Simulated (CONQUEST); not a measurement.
## In under changes of volume

One of the cells (26.540 Å³/atom); the others are scaled copies at fixed shape and fractional positions:

```xyz
4
Lattice="3.3355 0.0000 0.0000 0.0000 5.5091 0.0000 0.0000 0.0000 5.7772" Properties=species:S:1:pos:R:3 pbc="T T T"
In    0.0000    4.1319    1.9257
In    1.6677    4.1319    4.8144
In    0.0000    1.3773    3.8515
In    1.6677    1.3773    0.9629
```

This isn't the form of In at room conditions, which is tetragonal.

```yaml
Program: CONQUEST 1.3
Functional: PBEsol
Potentials_or_basis: PseudoDojo NC PBEsol, DZP, grid of 32 × 60 × 60 points
k_mesh: 8 × 5 × 5
Occupations: fermi-dirac, width 0.05 eV
Spin: no spin polarisation
```

```csv
volume (Å³/atom),energy over the lowest point (meV/atom),pressure (GPa),largest force (eV/Å)
24.948,7.41,2.1,0.024
25.478,2.09,1.1,0.018
26.009,0.00,0.2,0.017
26.540,0.79,-0.6,0.012
27.071,4.04,-1.3,0.016
27.602,9.58,-1.9,0.009
28.133,?,?,?
```

**Question.** What does the run at 28.133 Å³/atom give?

**Answer.** Energy over the lowest point 16.99 meV/atom; pressure -2.5 GPa; largest force 0.012 eV/Å.

Worked out: A Birch-Murnaghan fit of order 3 (a polynomial in V^(-2/3)) to the other rows has its minimum at 26.12 Å³/atom with B0 = V·E''(V) = 41 GPa and B' = 5.1 at fixed shape and positions, which overstates the stiffness. It gives 17.06 meV/atom at 28.133 Å³/atom, against the run's 16.99, and -dE/dV = -2.5 GPa, against -2.5.

Energies are extrapolated to zero smearing.

Caveats: the basis of atomic orbitals isn't converged, which shifts pressures, moduli and gaps.
